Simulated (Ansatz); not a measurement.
The system is Re.

```
Re
1.0
     2.76639    0.00000    0.00000
    -1.38319    2.39576    0.00000
     0.00000    0.00000    8.93885
Re
4
Cartesian
  1.3832 0.7986 6.7041
  0.0000 0.0000 4.4694
  0.0000 1.5972 2.2347
  0.0000 0.0000 0.0000
```

| Quantity | Value |
| --- | --- |
| Program | Ansatz 0.2.0 |
| Task | relaxation of cell and atoms |
| Functional | PBEsol |
| Potentials or basis | Ansatz PAW |
| Cutoff | 420 eV (not typed: the program's choice for these potentials) |
| k mesh | 11 × 11 × 3 |
| Occupations | fermi-dirac, width 0.05 eV |
| Spin | no spin polarisation |

At the start: volume 14.81 Å³/atom.

How do energy, volume and symmetry change on relaxing?

It ends after 4 steps and the volume is 14.55 Å³/atom (-1.8 %); space group P6_3/mmc (No. 194, to 0.05 Å).

Step by step:
```tsv
step	energy change (eV)	largest force (eV/Å)	volume (Å³)
1	0.0000	0.0000	59.24
2	-0.0235	0.0000	58.27
3	-0.0237	0.0000	58.18
4	-0.0228	0.0000	58.18
```

Final structure:
```cif
data_structure
_symmetry_space_group_name_H-M 'P 1'
_symmetry_Int_Tables_number 1
_cell_length_a 2.7493
_cell_length_b 2.7493
_cell_length_c 8.8882
_cell_angle_alpha 90.000
_cell_angle_beta 90.000
_cell_angle_gamma 120.000
_cell_volume 58.18
loop_
_atom_site_label
_atom_site_type_symbol
_atom_site_fract_x
_atom_site_fract_y
_atom_site_fract_z
_atom_site_occupancy
Re1 Re 0.66667 0.33333 0.75000 1
Re2 Re 0.00000 0.00000 0.50000 1
Re3 Re 0.33333 0.66667 0.25000 1
Re4 Re 0.00000 0.00000 0.00000 1
```

Caveat: the plane-wave basis is chosen anew once the cell has moved, so the energies of steps on either side of that aren't comparable; the PAW data sets come from PBE, with cores solved anew for the run's functional, which leaves a small shift of forces and pressure.
